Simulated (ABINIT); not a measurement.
The system is Nb.

```
Nb
1.0
     0.00000    2.11500    2.11500
     2.11500    0.00000    2.11500
     2.11500    2.11500    0.00000
Nb
1
Direct
  0.00000 0.00000 0.00000
```

This isn't the form of Nb at room conditions, which is bcc.

```yaml
Program: ABINIT 10.8.3 (patched build)
Task: relaxation of cell and atoms
Functional: LDA
Potentials_or_basis: PseudoDojo NC SR LDA v0.4 stringent
Cutoff: 1116 eV
k_mesh: 8 × 8 × 8
Occupations: fermi-dirac, width 0.05 eV
Spin: no spin polarisation
```

At the start: pressure -10.8 GPa; volume 18.92 Å³/atom.

How do energy, volume and symmetry change on relaxing?

Over 5 steps the energy falls by 43.7 meV/atom and the volume is 17.69 Å³/atom (-6.5 %); space group Fm-3m (No. 225, to 0.05 Å).

Step by step:
| step | energy change (eV) | largest force (eV/Å) | pressure (GPa) | volume (Å³) |
| --- | --- | --- | --- | --- |
| 1 | 0.0000 | 0.0000 | -10.81 | 18.92 |
| 2 | -0.0323 | 0.0000 | -5.80 | 18.30 |
| 3 | -0.0437 | 0.0000 | 0.41 | 17.65 |
| 4 | -0.0437 | 0.0000 | -0.01 | 17.69 |
| 5 | -0.0437 | 0.0000 | 0.00 | 17.69 |

Final structure:
```
Nb
1.0
     0.00000    2.06808    2.06808
     2.06808    0.00000    2.06808
     2.06808    2.06808    0.00000
Nb
1
Cartesian
  0.0000 0.0000 0.0000
```
